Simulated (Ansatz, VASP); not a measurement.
**CaSe: VASP beside Ansatz**

File INCAR:

```
PREC     = Accurate       # precision mode
ENCUT    = 520            # plane-wave cutoff, eV
EDIFF    = 1E-6           # SCF threshold, eV
ISMEAR   = -1             # smearing method
SIGMA    = 0.03           # smearing width, eV
LREAL    = F              # projectors in reciprocal space
LASPH    = T              # aspherical terms in the spheres
NELM     = 80             # most SCF steps
ALGO     = Normal         # electronic algorithm
ISIF     = 2              # what is computed and relaxed
LWAVE    = F              # write WAVECAR
LCHARG   = F              # write CHGCAR
GGA      = PS             # functional
NBANDS   = 15             # bands
```

File KPOINTS:

```
Automatic mesh
0
Gamma
  7 7 7
```

POSCAR

```
CaSe
1.0
    0.0000000000      2.9702381052      2.9702381052
    2.9702381052      0.0000000000      2.9702381052
    2.9702381052      2.9702381052      0.0000000000
Ca Se
1 1
Direct
    0.0000000000      0.0000000000      0.0000000000
    0.5000000000      0.5000000000      0.5000000000
```

Input for Ansatz:

```yaml
crystal:
  lattice:
    - [0.0, 2.9702381052, 2.9702381052]
    - [2.9702381052, 0.0, 2.9702381052]
    - [2.9702381052, 2.9702381052, 0.0]
  atoms:
    - { symbol: Ca, position: [0.0, 0.0, 0.0] }
    - { symbol: Se, position: [0.5, 0.5, 0.5] }
kpoints:
  mp_grid: { grid: [7, 7, 7] }
scf:
  occupations: { method: fermi_dirac, width: 0.03 }
hamiltonian:
  xc: pbesol
  pseudopotentials: { kind: all_electron, lapw: { basis_error: 0.001 } }
output:
  forces: true
  stress: true
  eigenvalues: true
  populations: true
```

The cell is a database's computed one.

Alike in both runs: task single point; functional PBEsol; k mesh 7 × 7 × 7; occupations fermi-dirac, width 0.03 eV; no spin polarisation.

```csv
,VASP,Ansatz
version,VASP 6.6.1,Ansatz 0.2.0
potentials or method,"VASP PAW PBE potentials, release 64 (Ca_sv, Se)","all-electron LAPW, scalar-relativistic"
plane-wave cutoff (eV),520,see its input
```

Ansatz gave:

| Item | Value |
| --- | --- |
| gap on the k mesh at the Fermi level (eV) | 2.03 |
| pressure (GPa) | -1.8 |

Question: Which values does VASP return?

Answer: gap on the k mesh at the Fermi level (eV): 2.02; pressure (GPa): -1.6.

Ansatz ran all-electron here, so the differences hold the error of VASP's frozen core and of both bases.

Caveats: the PAW data sets were made with another functional, which shifts forces and pressure a little (VASP); an odd mesh through Γ misses points on the zone boundary, where band edges often lie. As with any semilocal functional, this PBEsol gap is likely too small.
